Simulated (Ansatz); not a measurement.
# Te2Mo: the cost of one run

Method: DFT, PBE, plane-wave PAW, default files, scalar-relativistic, as far as a step names no other, in Ansatz 0.2.0.

## Step 1: The system as given

The structure is hexagonal, space group P6_3/mmc (No. 194). Conventional cell: a = 3.518 Å, b = 3.518 Å, c = 13.974 Å, α = 90.00°, β = 90.00°, γ = 120.00°. Around Te (site symmetry 3m) lie 3 Mo at 2.72 Å. Mo (site symmetry -6m2) is surrounded by 6 Te at 2.72 Å.

Structure file:

```xyz
6
Lattice="3.5182 0.0000 0.0000 -1.7591 3.0469 0.0000 0.0000 0.0000 13.9736" Properties=species:S:1:pos:R:3 pbc="T T T"
Te    0.0000    2.0312    8.6776
Te    1.7591    1.0156    1.6908
Te    0.0000    2.0312   12.2828
Te    1.7591    1.0156    5.2960
Mo    0.0000    2.0312    3.4934
Mo    1.7591    1.0156   10.4802
```

The earlier run gave: gap on the mesh 0.75 eV, largest force 0.175 eV/Å, pressure 2.9 GPa.

Site by site (atoms counted from 1):

| site | atoms | first shell | V_zz (10²¹ V/m²) | η | C_Q (MHz) |
| --- | --- | --- | --- | --- | --- |
| Te | 1, 2, 3, 4 | 3 Mo at 2.72 Å | -18.65 | 0.00 | – |
| Mo | 5, 6 | 6 Te at 2.72 Å | -6.76 | 0.00 | 3.59 (⁹⁵Mo) |

V_zz is the principal component of the electric field gradient with the largest magnitude, η = (V_xx − V_yy)/V_zz and C_Q = eQV_zz/h. Nuclear quadrupole moments: year-2017 set (Pyykkö). A dash under C_Q marks elements without a common quadrupolar isotope.

## Step 2: Z stretched by +2 %, ions relaxed

File input.yaml:

```yaml
crystal:
  lattice:
    - [3.5182, 0.0, 0.0]
    - [-1.7591, 3.0468505756, 0.0]
    - [0.0, 0.0, 14.253072]
  atoms:
    - { symbol: Te, position: [0.3333333333, 0.6666666667, 0.6200857651] }
    - { symbol: Te, position: [0.6666666667, 0.3333333333, 0.1200857651] }
    - { symbol: Te, position: [0.3333333333, 0.6666666667, 0.8799142349] }
    - { symbol: Te, position: [0.6666666667, 0.3333333333, 0.3799142349] }
    - { symbol: Mo, position: [0.3333333333, 0.6666666667, 0.25] }
    - { symbol: Mo, position: [0.6666666667, 0.3333333333, 0.75] }
kpoints:
  mp_grid: { grid: [14, 14, 3] }
scf:
  occupations: { method: fermi_dirac, width: 0.02 }
hamiltonian:
  xc: pbe
  pseudopotentials: { kind: paw }
output:
  forces: true
  stress: true
  populations: true
  efg: { quadrupole_moments_barn: { Mo: -0.022 }, contact_densities: true }
relax:
  f_tol: 0.02
  max_steps: 60
```

Command:

```
ansatz run input.yaml --threads 1 --pin off --max-ram 3072MiB --backend cpu --events-out ev --progress --plain --runs-dir out
```

**Question.** How long does this run take on 1 thread of Intel Xeon 6975P-C (Granite Rapids), shared host, and how much memory does it need?

About 53 s, with a peak of 0.66 GiB.
